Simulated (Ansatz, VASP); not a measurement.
# HfN in VASP and in Ansatz

Contents of INCAR:

```
SYSTEM = HfN
PREC = Accurate
ENCUT = 520
EDIFF = 1E-6
ISMEAR = -1
SIGMA = 0.03
LREAL = .False.
LASPH = .True.
NELM = 80
ALGO = Normal
ISIF = 2
LWAVE = .False.
LCHARG = .False.
GGA = CA
NBANDS = 14
```

The input KPOINTS:

```
regular mesh
0
Gamma
  10 10 10
  0 0 0
```

The input POSCAR:

```
HfN
1.0
    0.0000000000      2.2284692304      2.2284692304
    2.2284692304      0.0000000000      2.2284692304
    2.2284692304      2.2284692304      0.0000000000
Hf N
1 1
Direct
    0.0000000000      0.0000000000      0.0000000000
    0.5000000000      0.5000000000      0.5000000000
```

Input for Ansatz:

```yaml
crystal:
  lattice:
    - [0.0, 2.2284692304, 2.2284692304]
    - [2.2284692304, 0.0, 2.2284692304]
    - [2.2284692304, 2.2284692304, 0.0]
  atoms:
    - { symbol: Hf, position: [0.0, 0.0, 0.0] }
    - { symbol: "N", position: [0.5, 0.5, 0.5] }
kpoints:
  mp_grid: { grid: [10, 10, 10] }
scf:
  occupations: { method: fermi_dirac, width: 0.03 }
hamiltonian:
  xc: lda
  pseudopotentials: { kind: all_electron, lapw: { basis_error: 0.001 } }
output:
  forces: true
  stress: true
  eigenvalues: true
```

Change from the starting cell: functional lda, volume scaled by 0.96.

Alike in both runs: task single point; functional LDA; k mesh 10 × 10 × 10; occupations fermi-dirac, width 0.03 eV; no spin polarisation.

|  | VASP | Ansatz |
| --- | --- | --- |
| version | VASP 6.6.1 | Ansatz 0.2.0 |
| potentials or method | VASP PAW LDA potentials, release 64 (Hf_pv, N) | all-electron LAPW, scalar-relativistic |
| plane-wave cutoff (eV) | 520 | see its input |

|  | VASP | Ansatz | Ansatz less VASP |
| --- | --- | --- | --- |
| pressure (GPa) | 1.1 | 2.4 | +1.32 |

Ansatz ran all-electron here, so the differences hold the error of VASP's frozen core and of both bases.

Spin-orbit coupling is left out, which matters for the levels of Hf.
